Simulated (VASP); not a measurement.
# GaAs (F-43m) in VASP: notebook, part 3 of 3

VASP 6.6.1.

**11. Single point, PBE (atoms moved at random, drawn with an rms of 0.05 Å)**

INCAR reads:

```
SYSTEM = GaAs
PREC = Accurate
ENCUT = 520
EDIFF = 1E-7
ISMEAR = -1
SIGMA = 0.05
LREAL = .False.
LASPH = .True.
NELM = 60
ALGO = Normal
ISIF = 2
LWAVE = .False.
LCHARG = .False.
GGA = PE
NBANDS = 16
```

KPOINTS reads:

```
Automatic mesh
0
Gamma
  8 8 8
  0 0 0
```

POSCAR reads:

```
GaAs
1.0
    0.0000000000      2.8268500000      2.8268500000
    2.8268500000      0.0000000000      2.8268500000
    2.8268500000      2.8268500000      0.0000000000
As Ga
1 1
Direct
    0.7579050000      0.7397830000      0.7594210000
    0.0096460000      0.0093300000     -0.0205510000
```

Potentials or basis: VASP PAW PBE potentials, release 64 (As, Ga_d).

Command:

```bash
$ cat potpaw_PBE.64/As/POTCAR potpaw_PBE.64/Ga_d/POTCAR > POTCAR
$ mpirun -np 1 vasp_std > vasp.out
```

OUTCAR:

```text
SYSTEM = GaAs
   PREC = Accurate
   ENCUT = 520
   EDIFF = 1E-7
   ISMEAR = -1
   LREAL = .False.
   LASPH = .True.
   NELM = 60
   ISIF = 2
   GGA = PE

 ion  position               nearest neighbor table
   1  0.758  0.740  0.759-   2 2.39   2 2.42   2 2.44   2 2.55
   2  0.010  0.009  0.979-   1 2.39   1 2.42   1 2.44   1 2.55

  LATTYP: Found a face centered cubic cell.
 ALAT       =     5.6537000000

  Lattice vectors:

 A1 = (   0.0000000000,   2.8268500000,   2.8268500000)
 A2 = (   2.8268500000,   0.0000000000,   2.8268500000)
 A3 = (   2.8268500000,   2.8268500000,   0.0000000000)

Analysis of symmetry for initial positions (statically):
=====================================================================
 Subroutine PRICEL returns:
 Original cell was already a primitive cell.

 Routine SETGRP: Setting up the symmetry group for a
 face centered cubic supercell.

 Subroutine GETGRP returns: Found  1 space group operations
 (whereof  1 operations were pure point group operations)
 out of a pool of 48 trial point group operations.

The static configuration has the point symmetry C_1 .

Analysis of symmetry for dynamics (positions and initial velocities):
=====================================================================
 Subroutine PRICEL returns:
 Original cell was already a primitive cell.

 Routine SETGRP: Setting up the symmetry group for a
 face centered cubic supercell.

 Subroutine GETGRP returns: Found  1 space group operations
 (whereof  1 operations were pure point group operations)
 out of a pool of 48 trial point group operations.

The dynamic configuration has the point symmetry C_1 .

 Subroutine INISYM returns: Found  1 space group operations
 (whereof  1 operations are pure point group operations),
 and found     1 'primitive' translations

[... 131 lines left out ...]
   NELECT =      18.0000    total number of electrons
   NUPDOWN=      -1.0000    fix difference up-down
   EMIN   =  10.00;   EMAX   =-10.00  energy-range for DOS
   EFERMI =   0.00;   METHOD = LEGACY
   ISMEAR =    -1;   SIGMA  =   0.05  broadening in eV -4-tet -1-fermi 0-gaus
   EFERMI_NEDOS =   21; number of points for ismear=-14 and -15
   IALGO  =     38    algorithm
   IMIX   =      4    mixing-type and parameters
     AMIX     =   0.40;   BMIX     =  1.00
     AMIX_MAG =   1.60;   BMIX_MAG =  1.00
  volume/ion in A,a.u.               =      22.59       152.44
  Fermi-wavevector in a.u.,A,eV,Ry     =   1.204628  2.276417 19.743799  1.451128
  Thomas-Fermi vector in A             =   2.340347
   LORBIT       =      0    0 simple, 1 ext, 2 COOP (PROOUT), +10 PAW based schemes
   GGA     = PE    functional components
   LHFCALC =     F    Hartree Fock is set to
   AEXX    =    0.0000 exact exchange contribution
   IVDW    =     0    specifies the selected vdW correction
   LEPSILON=     F    determine dielectric tensor
   LRPA    =     F    only Hartree local field effects (RPA)
 non-spin polarized calculation
  energy-cutoff  :      520.00
  volume of cell :       45.18
 maximum number of plane-waves:      1243
 NGX is ok and might be reduce to    30
   NGX = 15   NGY = 15   NGZ = 15

 number of electron      18.0000002 magnetization

 Free energy of the ion-electron system (eV)
  ---------------------------------------------------
  ext. energy  EPLUGINS =         0.00000000
  ---------------------------------------------------
  free energy    TOTEN  =        -8.19900599 eV

  energy without entropy =       -8.19885644  energy(sigma->0) =       -8.19893121

 E-fermi :   4.3545     XC(G=0):  -9.5882

 val. band max:        4.2540140098   @ k =   0.0000   0.0000   0.0000
 cond. band min:       4.4540600445   @ k =   0.0000   0.0000   0.0000
 fundamental gap:      0.2000460347
 Fermi energy:         4.3545023716

 k-point     1 :       0.0000    0.0000    0.0000
  band No.  band energies     occupation
      1     -10.9084      2.00000
      2     -10.8992      2.00000
      3     -10.8904      2.00000
      4     -10.8171      2.00000
      5     -10.8168      2.00000
      6      -8.7934      2.00000
[... 737 lines left out ...]
      3     -10.8690      2.00000
      4     -10.8209      2.00000
      5     -10.8125      2.00000
      6      -7.4913      2.00000
[... 8 lines left out ...]
     15      14.0343      0.00000
     16      14.7293      0.00000

 [... further k-points ...]
[... 5 lines left out ...]
  --------------------------------------------------------------------------------------
  -------------------------------------------------------------------------------------
  Total        1.0927573      1.0319737      1.0617942     -0.4338087      0.1354290      0.6010358
  in kB       38.7521679     36.5966170     37.6541305    -15.3840451      4.8026845     21.3143765
  external PRESSURE =      37.6676385 kB  Pullay stress =       0.0000000 kB

 VOLUME and BASIS-vectors are now :
 -----------------------------------------------------------------------------
  energy-cutoff  :      520.00
  volume of cell :       45.18
      direct lattice vectors                 reciprocal lattice vectors
     0.000000000  2.826850000  2.826850000    -0.176875321  0.176875321  0.176875321
     2.826850000  0.000000000  2.826850000     0.176875321 -0.176875321  0.176875321
     2.826850000  2.826850000  0.000000000     0.176875321  0.176875321 -0.176875321

 POSITION                                       TOTAL-FORCE (eV/Angst)
 -----------------------------------------------------------------------------------
      4.23802      4.28925      4.23374        -0.154248     -0.714710      0.515003
      2.79513      2.79602      0.05364         0.154248      0.714710     -0.515003
 -----------------------------------------------------------------------------------
    total drift:                               -0.000066     -0.000090     -0.000001

  FREE ENERGIE OF THE ION-ELECTRON SYSTEM (eV)
  ---------------------------------------------------
  free  energy   TOTEN  =        -8.1990059852 eV

  energy  without entropy=       -8.1988564435  energy(sigma->0) =       -8.19893121
```

It took 2.5 min on 1 thread of Intel Xeon Platinum 8488C (Sapphire Rapids), shared host; peak memory 0.32 GiB.

Results:

- Free energy: -8.1990 eV
- Pressure: 3.8 GPa
- Largest force: 0.894 eV/Å
- Band gap on the k mesh: 0.20 eV, direct

Forces in eV/Å, atoms in the order of the input:
```
As  -0.154 -0.715  0.515
Ga   0.154  0.715 -0.515
```

A k mesh can miss the band edges.

**12. Equation of state, PBE, 21.23 Å³/atom (volume scaled by 0.94)**

INCAR reads:

```
  ALGO = Normal
  EDIFF = 1E-7
  ENCUT = 520
  GGA = PE
  ISIF = 2
  ISMEAR = -1
  LASPH = True
  LCHARG = False
  LREAL = False
  LWAVE = False
  NBANDS = 16
  NELM = 60
  PREC = Accurate
  SIGMA = 0.05
```

KPOINTS reads:

```
k-points
0
Gamma
  8 8 8
```

POSCAR reads:

```
GaAs
1.0
    0.0000000000      2.7691429914      2.7691429914
    2.7691429914      0.0000000000      2.7691429914
    2.7691429914      2.7691429914      0.0000000000
As Ga
1 1
Direct
    0.7500000000      0.7500000000      0.7500000000
    0.0000000000      0.0000000000      0.0000000000
```

Potentials or basis: VASP PAW PBE potentials, release 64 (As, Ga_d).

Command:

```bash
$ cat potpaw_PBE.64/As/POTCAR potpaw_PBE.64/Ga_d/POTCAR > POTCAR
$ mpirun -np 1 vasp_std > vasp.out
```

Wall time 20 s (1 thread of Intel Xeon Platinum 8488C (Sapphire Rapids), shared host); peak memory 0.17 GiB.

Results (log left out):

| Item | Value |
| --- | --- |
| Free energy | -8.1450 eV |
| Pressure | 8.9 GPa |
| Band gap on the k mesh | 1.00 eV, direct |

**13. Equation of state, PBE, 21.69 Å³/atom (volume scaled by 0.96)**

INCAR reads:

```
SYSTEM = GaAs
PREC = Accurate ; ENCUT = 520
EDIFF = 1E-7 ; ISMEAR = -1
SIGMA = 0.05 ; LREAL = .FALSE.
LASPH = .TRUE. ; NELM = 100
ALGO = Normal ; ISIF = 2
LWAVE = .FALSE. ; LCHARG = .FALSE.
GGA = PE ; NBANDS = 16
```

KPOINTS reads:

```
regular mesh
0
G
  8 8 8
  0 0 0
```

POSCAR reads:

```
GaAs
1.0
    0.0000000000      2.7886446409      2.7886446409
    2.7886446409      0.0000000000      2.7886446409
    2.7886446409      2.7886446409      0.0000000000
As Ga
1 1
Direct
    0.7500000000      0.7500000000      0.7500000000
    0.0000000000      0.0000000000      0.0000000000
```

Command:

```bash
$ cat potpaw_PBE.64/As/POTCAR potpaw_PBE.64/Ga_d/POTCAR > POTCAR
$ mpirun -np 1 vasp_std > vasp.out
```

Run time: 20 s. Hardware: 1 thread of Intel Xeon Platinum 8488C (Sapphire Rapids), shared host; peak memory 0.17 GiB.

The run converged. Its results:

```yaml
Free_energy: -8.1894 eV
Pressure: 6.9 GPa
Band_gap_on_the_k_mesh: 0.83 eV, direct
```

**14. Equation of state, PBE, 22.14 Å³/atom (volume scaled by 0.98)**

INCAR reads:

```
PREC = Accurate
ENCUT = 520
EDIFF = 1E-7
ISMEAR = -1
SIGMA = 0.05
LREAL = F
LASPH = T
NELM = 60
ALGO = Normal
ISIF = 2
LWAVE = F
LCHARG = F
GGA = PE
NBANDS = 16
```

KPOINTS reads:

```
regular mesh
0
Gamma
  8 8 8
```

POSCAR reads:

```
GaAs
1.0
    0.0000000000      2.8078772807      2.8078772807
    2.8078772807      0.0000000000      2.8078772807
    2.8078772807      2.8078772807      0.0000000000
As Ga
1 1
Direct
    0.7500000000      0.7500000000      0.7500000000
    0.0000000000      0.0000000000      0.0000000000
```

Command:

```bash
$ cat potpaw_PBE.64/As/POTCAR potpaw_PBE.64/Ga_d/POTCAR > POTCAR
$ mpirun -np 1 vasp_std > vasp.out
```

Wall time 21 s (1 thread of Intel Xeon Platinum 8488C (Sapphire Rapids), shared host); peak memory 0.17 GiB.

Results (log left out):

* Free energy: -8.2231 eV
* Pressure: 5.1 GPa
* Band gap on the k mesh: 0.67 eV, direct

**15. Equation of state, PBE, 23.04 Å³/atom (volume scaled by 1.02)**

INCAR reads:

```
  ALGO = Normal
  EDIFF = 1E-7
  ENCUT = 520
  GGA = PE
  ISIF = 2
  ISMEAR = -1
  LASPH = T
  LCHARG = F
  LREAL = F
  LWAVE = F
  NBANDS = 16
  NELM = 100
  PREC = Accurate
  SIGMA = 0.05
```

KPOINTS reads:

```
k-points
0
Gamma
  8 8 8
```

POSCAR reads:

```
GaAs
1.0
    0.0000000000      2.8455714065      2.8455714065
    2.8455714065      0.0000000000      2.8455714065
    2.8455714065      2.8455714065      0.0000000000
As Ga
1 1
Direct
    0.7500000000      0.7500000000      0.7500000000
    0.0000000000      0.0000000000      0.0000000000
```

Potentials or basis: VASP PAW PBE potentials, release 64 (As, Ga_d).

Command:

```bash
$ cat potpaw_PBE.64/As/POTCAR potpaw_PBE.64/Ga_d/POTCAR > POTCAR
$ mpirun -np 1 vasp_std > vasp.out
```

Wall time 20 s (1 thread of Intel Xeon Platinum 8488C (Sapphire Rapids), shared host); peak memory 0.17 GiB.

Results (log left out):

| Quantity | Value |
| --- | --- |
| Free energy | -8.2625 eV |
| Pressure | 2.0 GPa |
| Band gap on the k mesh | 0.37 eV, direct |

**16. Equation of state, PBE, 23.49 Å³/atom (volume scaled by 1.04)**

INCAR reads:

```
SYSTEM = GaAs
PREC     = Accurate       ! precision mode
ENCUT    = 520            ! plane-wave cutoff, eV
EDIFF    = 1E-7           ! SCF threshold, eV
ISMEAR   = -1             ! smearing method
SIGMA    = 0.05           ! smearing width, eV
LREAL    = .False.        ! projectors in reciprocal space
LASPH    = .True.         ! aspherical terms in the spheres
NELM     = 60             ! most SCF steps
ALGO     = Normal         ! electronic algorithm
ISIF     = 2              ! what is computed and relaxed
LWAVE    = .False.        ! write WAVECAR
LCHARG   = .False.        ! write CHGCAR
GGA      = PE             ! functional
NBANDS   = 16             ! bands
```

KPOINTS reads:

```
regular mesh
0
Gamma
  8 8 8
  0 0 0
```

POSCAR reads:

```
GaAs
1.0
    0.0000000000      2.8640496607      2.8640496607
    2.8640496607      0.0000000000      2.8640496607
    2.8640496607      2.8640496607      0.0000000000
As Ga
1 1
Direct
    0.7500000000      0.7500000000      0.7500000000
    0.0000000000      0.0000000000      0.0000000000
```

Command:

```bash
$ cat potpaw_PBE.64/As/POTCAR potpaw_PBE.64/Ga_d/POTCAR > POTCAR
$ mpirun -np 1 vasp_std > vasp.out
```

It took 22 s on 1 thread of Intel Xeon Platinum 8488C (Sapphire Rapids), shared host; peak memory 0.17 GiB.

Results (log left out):

```
Free energy            : -8.2702 eV
Pressure               : 0.7 GPa
Band gap on the k mesh : 0.23 eV, direct
```

**17. Equation of state, PBE, 23.94 Å³/atom (volume scaled by 1.06)**

INCAR reads:

```
PREC = Accurate ; ENCUT = 520
EDIFF = 1E-7 ; ISMEAR = -1
SIGMA = 0.05 ; LREAL = False
LASPH = True ; NELM = 100
ALGO = Normal ; ISIF = 2
LWAVE = False ; LCHARG = False
GGA = PE ; NBANDS = 16
```

KPOINTS reads:

```
regular mesh
0
Gamma
  8 8 8
```

POSCAR reads:

```
GaAs
1.0
    0.0000000000      2.8822925071      2.8822925071
    2.8822925071      0.0000000000      2.8822925071
    2.8822925071      2.8822925071      0.0000000000
As Ga
1 1
Direct
    0.7500000000      0.7500000000      0.7500000000
    0.0000000000      0.0000000000      0.0000000000
```

Command:

```bash
$ cat potpaw_PBE.64/As/POTCAR potpaw_PBE.64/Ga_d/POTCAR > POTCAR
$ mpirun -np 1 vasp_std > vasp.out
```

It took 21 s on 1 thread of Intel Xeon Platinum 8488C (Sapphire Rapids), shared host; peak memory 0.17 GiB.

Results (log left out):

| Quantity | Value |
| --- | --- |
| Free energy | -8.2710 eV |
| Pressure | -0.4 GPa |
| Band gap on the k mesh | 0.09 eV, direct |

**18. Equation of state, PBE**

Potentials or basis: VASP PAW PBE potentials, release 64 (As, Ga_d).

This step only gathers the single runs of the series.

Results:

```yaml
Equilibrium_volume: 23.77 Å³/atom
Bulk_modulus: 60 GPa
Pressure_derivative_of_the_bulk_modulus: 4.8
```

Energy against volume, from the lowest point:
```
volume (Å³/atom)  energy (meV/atom)
          21.234              63.00
          21.686              40.79
          22.138              23.95
          22.590              11.94
          23.041               4.25
          23.493               0.41
          23.945               0.00
```

**19. Summary**

```csv
task,level,cell,ladder,gap on the mesh (eV),pressure (GPa),V0 of scaled cells (Å³/atom),B0 (GPa)
single point,PBEsol,as given,free,0.46,0.3,-,-
equation of state,PBEsol,as given,free,-,-,22.70,69
single point,PBE,as given,-,0.52,3.5,-,-
single point,PBE,"atoms moved at random, drawn with an rms of 0.05 Å",-,0.20,3.8,-,-
equation of state,PBE,as given,-,-,-,23.77,60
```

Alike in all rows: potentials or basis VASP PAW PBE potentials, release 64 (As, Ga_d); no spin polarisation; k mesh 8 × 8 × 8; cutoff (eV) 520; smearing fermi-dirac 0.05 eV.

Caveats: the PAW data sets were made with another functional, which shifts forces and pressure a little (some runs).

Total energies depend on the potentials used, so only differences within one code and one set of settings carry meaning.

**20. Comparison with measurements**

Step 2. Measured gap of GaAs: 1.418 eV (direct; 300 K; “Evidence of valence band perturbations in GaAsN/GaAs(001): A combined variable-angle spectroscopic ellipsometry and modulated photoreflectance investigation”, 2008, arxiv:0805.2212). This calculation gives 0.46 eV (-0.96 eV). 3 values of this kind are on record (1.412 to 1.51 eV); this one was drawn at random among those near their median, those with a stated uncertainty first. Spin-orbit coupling on As, Ga is left out. The value is that of PBEsol on a finite k mesh, which can miss the band edges, without temperature or zero-point motion. Semilocal functionals fall short of measured gaps as a rule.

Step 10. Against the measured gap of GaAs, 1.418 eV (direct; 300 K; “Evidence of valence band perturbations in GaAsN/GaAs(001): A combined variable-angle spectroscopic ellipsometry and modulated photoreflectance investigation”, 2008, arxiv:0805.2212), the calculated 0.52 eV is off by -0.90 eV. 3 values of this kind are on record (1.412 to 1.51 eV); this one was drawn at random among those near their median, those with a stated uncertainty first. Spin-orbit coupling on As, Ga is left out. The value is that of PBE on a finite k mesh, which can miss the band edges, without temperature or zero-point motion. Semilocal functionals fall short of measured gaps as a rule.
